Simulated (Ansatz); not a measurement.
Runs of Ansatz 0.2.0 on K. The structure is cubic, space group Fm-3m (No. 225). Conventional cell: a = 6.784 Å, b = 6.784 Å, c = 6.784 Å, α = 90.00°, β = 90.00°, γ = 90.00°. This isn't the form of K at room conditions, which is bcc.

```csv
task,level,potentials or basis,spin,cell,k mesh,cutoff (eV),smearing,driver,gap on the mesh (eV),pressure (GPa),relaxed volume (Å³/atom)
single point,PBEsol,Ansatz PAW,off,as given,7 × 7 × 7,420,gaussian 0.05 eV,-,none,-0.3,-
relaxation of cell and atoms,r2SCAN+D4,Ansatz PAW,off,relaxed,7 × 7 × 7,500,fermi-dirac 0.05 eV,-,none,0.0,75.48
relaxation of cell and atoms,r2SCAN+rVV10,Ansatz PAW,off,relaxed,7 × 7 × 7,500,fermi-dirac 0.05 eV,-,none,0.0,74.54
electron localisation function,r2SCAN0+D3(BJ),JTH PAW,off,as given,5 × 5 × 5,690,methfessel-paxton 0.15 eV,-,none,-,-
relaxation of cell and atoms,r2SCAN+D3(BJ),Ansatz PAW,off,relaxed,7 × 7 × 7,500,fermi-dirac 0.05 eV,-,none,0.0,73.97
relaxation of cell and atoms,r2SCAN,Ansatz PAW,off,relaxed,7 × 7 × 7,500,fermi-dirac 0.05 eV,-,none,0.0,(b)
relaxation of cell and atoms,r2SCAN+D3(BJ)+ATM,Ansatz PAW,off,relaxed,7 × 7 × 7,500,fermi-dirac 0.05 eV,-,none,0.0,(a)
single point,r2SCAN+D4,SSSP precision PAW,off,as given,7 × 7 × 7,816,tetrahedron,chain,none,-0.1,-
electron localisation function,B3LYP,PseudoDojo standard,off,as given,5 × 5 × 5,1007,methfessel-paxton 0.01 eV,chain,none,-,-
single point,RPBE,JTH PAW LDA,"collinear, random start",as given,7 × 7 × 7,690,cold 0.05 eV,-,none,0.1,-
```

Q: Fill in the values left out.

A: (a) 74.23; (b) 76.45.

Caveats: the PAW data sets come from PBE, with cores solved anew for the run's functional, which leaves a small shift of forces and pressure (some runs); pairwise dispersion overbinds metals, which lowers pressure and volume (some runs); the plane-wave basis is chosen anew once the cell has moved, so the energies of steps on either side of that aren't comparable (some runs); the potentials were made for another functional, which shifts forces and pressure (some runs); the PAW data sets were made with another functional, which shifts forces and pressure a little (some runs).

A k mesh can miss the band edges.

A gap of «none» marks a metal or a gap under the smearing width.

Not every run made on this cell is shown here.
